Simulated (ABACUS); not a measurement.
Wanted: the native input for an ABACUS 3.10.1 run.

- Task: single point
- Functional: PBE
- Potentials or basis: PseudoDojo NC SR 0.4.1 PBE standard
- Cutoff: 1143 eV
- Density cutoff: 4572 eV
- Basis: plane waves
- k mesh: 10 × 10 × 10
- Occupations: fermi-dirac, width 0.05 eV
- Spin: no spin polarisation
- Radial cutoff of the potentials (pseudo_rcut): 10 bohr
- SCF threshold on the density: 1e-08
- Max SCF steps: 100
- Eigensolver: dav
- Mixing: broyden
- Mixing share: 0.7
- Symmetry key: 1
- Bands: 13

GaN:

```
Ga N
1.0
     0.00000    2.25350    2.25350
     2.25350    0.00000    2.25350
     2.25350    2.25350    0.00000
Ga N
1 1
Cartesian
  0.0000 0.0000 0.0000
  1.1268 1.1268 1.1268
```

The cell is a database's computed one.

The input as run:

INPUT

```
INPUT_PARAMETERS
suffix              GaN
calculation         scf
basis_type          pw
pseudo_dir          ./
symmetry            1
dft_functional      pbe
ecutwfc             84
pseudo_rcut         10
nspin               1
nbands              13
ks_solver           dav
smearing_method     fd
smearing_sigma      0.00367493
scf_thr             1e-08
scf_nmax            100
mixing_type         broyden
mixing_beta         0.7
cal_force           1
cal_stress          1
out_chg             1
out_pot             2
out_elf             1
```

STRU

```
ATOMIC_SPECIES
Ga 69.7230 Ga.upf
N 14.0070 N.upf

LATTICE_CONSTANT
1.8897261246

LATTICE_VECTORS
0.0000000000 2.2535006075 2.2535006075
2.2535006075 0.0000000000 2.2535006075
2.2535006075 2.2535006075 0.0000000000

ATOMIC_POSITIONS
Direct

Ga
0.0
1
0.0000000000 0.0000000000 0.0000000000 1 1 1

N
0.0
1
0.2500000000 0.2500000000 0.2500000000 1 1 1
```

KPT

```
K_POINTS
0
Gamma
10 10 10 0 0 0
```

Potentials or basis: PseudoDojo NC SR 0.4.1 PBE standard, plane waves.

Run with:

```sh
$ OMP_NUM_THREADS=1 mpirun -np 4 abacus > log
```

Results of the run:

```json
{
  "Pressure": "5.2 GPa",
  "Band gap on the k mesh": "1.76 eV, direct"
}
```

Wall time 4.7 s on 4 MPI ranks on Intel(R) Xeon(R) 6975P-C (Granite Rapids), on a shared host, peak memory 0.24 GiB a rank.
